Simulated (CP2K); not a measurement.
Runs of CP2K 2026.2 on Li2Se. Symmetry: Fm-3m, No. 225, cubic system. Conventional cell: a = 6.005 Å, b = 6.005 Å, c = 6.005 Å, α = 90.00°, β = 90.00°, γ = 90.00°. Around Se (site symmetry m-3m) lie 8 Li at 2.60 Å. Li (site symmetry -43m) is surrounded by 4 Se at 2.60 Å. 

| level | potentials or basis | smearing | EPS_DEFAULT | NGRIDS | points a segment of the path (NPOINTS) | bands added on the path | CUTOFF of the grids | gap on the mesh (eV) | pressure (GPa) |
| --- | --- | --- | --- | --- | --- | --- | --- | --- | --- |
| LDA | GTH_POTENTIALS Se GTH-PADE-q6, Li GTH-PADE-q3; TZVP-MOLOPT-PBE-GTH basis | fermi-dirac 0.01 eV | 1.0E-9 | 5 | 10 | 6 | 450 Ry | (b) | -2.5 |
| TB-mBJ | POTENTIAL_UZH Se GTH-PBE-q6, Li GTH-PBE-q3; TZVP-MOLOPT-PBE-GTH basis | fermi-dirac 0.1 eV | 1.0E-10 | 5 | 10 | 6 | 675 Ry | 3.77 | - |
| r2SCAN | POTENTIAL_UZH Se GTH-SCAN-q6, Li GTH-SCAN-q3; TZVP-MOLOPT-SCAN-GTH basis | fermi-dirac 0.0259 eV | 1.0E-9 | 4 | 10 | 4 | 675 Ry | (a) | -0.4 |
| PBEsol | POTENTIAL_UZH Se GTH-PBE-q6, Li GTH-PBE-q3; TZVP-MOLOPT-PBE-GTH basis | fermi-dirac 0.0259 eV | 1.0E-9 | 5 | 8 | 4 | 450 Ry | 3.13 | -0.5 |

Alike in all rows: task band structure; no spin polarisation; cell as given; k mesh 8 × 8 × 8.

Problem. Estimate the missing entries.

Solution. (a) 3.97; (b) 3.12.

Caveats: the basis of atomic orbitals isn't converged, which shifts pressures, moduli and gaps; the potentials were made for another functional, which shifts forces and pressure (some runs); this is a model potential without an energy functional, so only levels have meaning (some runs).

A k mesh can miss the band edges, and the runs leave out spin-orbit coupling on Se.

Runs at the PBE level aren't shown here.
